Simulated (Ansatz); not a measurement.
Choice of functional: CuO

```
Cu O
1.0
     0.00000    2.26180    2.26180
     2.26180    0.00000    2.26180
     2.26180    2.26180    0.00000
Cu O
1 1
Direct
  0.00000 0.00000 0.00000
  0.25000 0.25000 0.25000
```

Atoms are numbered in the order listed.

The structure comes from a relaxation in the same program, started in the zincblende type, and has space group F-43m. Whether it is a known phase or the ground state wasn't checked.

Without spin polarisation or U, such a compound can come out metallic where the real one is a magnetic insulator.

One fixed cell is solved with several functionals by PAW with the default files in Ansatz 0.2.0, scalar-relativistically. A positive pressure means that the functional wants a larger cell.

The PAW files were made with PBE; their cores are remade for each functional.

The runs use a Γ-centred 16×16×16 k mesh, Fermi–Dirac smearing of 0.05 eV, cutoff 420 eV, no spin polarisation.

Cutoffs: PBE 420 eV, LDA 420 eV, PBEsol 420 eV, r²SCAN 500 eV.

| setting | P (GPa) | lowest level at Γ above −25 eV, from the valence-band top or, without a gap, the Fermi level (eV) |
| --- | --- | --- |
| PBE | ? | -18.94 |
| LDA | -12.90 | -18.63 |
| PBEsol | -6.99 | -18.87 |
| r²SCAN | ? | -20.02 |

Task: What belongs in the row "PBE", column "P (GPa)"?

Result: 0.01.

Task: What belongs in the row "r²SCAN", column "P (GPa)"?

Result: -5.80.
